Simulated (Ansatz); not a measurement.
Calculated ³³S NMR of the central transition for SnS

Cell: a Materials Project structure (computed, not necessarily an observed phase), its atoms then relaxed with PBE in this cell.

```cif
data_SnS
_symmetry_space_group_name_H-M 'Pnma'
_symmetry_Int_Tables_number 62
_cell_length_a 11.3920
_cell_length_b 3.9569
_cell_length_c 4.5328
_cell_angle_alpha 90.000
_cell_angle_beta 90.000
_cell_angle_gamma 90.000
loop_
_atom_site_label
_atom_site_type_symbol
_atom_site_symmetry_multiplicity
_atom_site_Wyckoff_symbol
_atom_site_fract_x
_atom_site_fract_y
_atom_site_fract_z
Sn Sn 4 c 0.6204 0.2500 0.3629
S S 4 c 0.3503 0.2500 0.0244
```

One atom of each set is listed.

Method: Kohn–Sham DFT in Ansatz, PBE, plane waves and PAW, scalar-relativistic, 420 eV cutoff, Γ-centred 3×8×7 k-points, Fermi–Dirac smearing 0.01 eV.

³³S has I = 3/2 and Q = -69.40 mb (Pyykkö 2018); at 18.8 T its Larmor frequency is ν₀ = 61.5 MHz. Only the quadrupole interaction is simulated: positions count from each site's isotropic chemical shift, and J coupling is left out, as are shift anisotropy and dipolar coupling, which fast spinning averages.

Question: Give C_Q, η, the quadrupolar product P_Q = |C_Q|(1 + η²/3)^½, the second-order isotropic shift and the breadth of the pattern (fast magic-angle spinning) for each S site.

Answer: 

```tsv
site	first shell	C_Q (MHz)	η	P_Q (MHz)	δ_QIS (ppm)	breadth (kHz)
S	3 Sn at 2.67 Å	6.36	0.09	6.37	-268	36.4
```

δ_QIS = −(ν_Q²/30ν₀²)[I(I+1) − 3/4](1 + η²/3) × 10⁶ ppm with ν_Q = 3|C_Q|/[2I(2I−1)]; it falls as 1/B₀² in ppm, and the breadth as 1/B₀ in kHz.

The broadest static pattern spans 93 kHz. The table holds for spinning faster than that; slower spinning leaves sidebands.

Without spin–orbit coupling (the program notes it for Sn) the gradients can shift somewhat, as the gap is small.
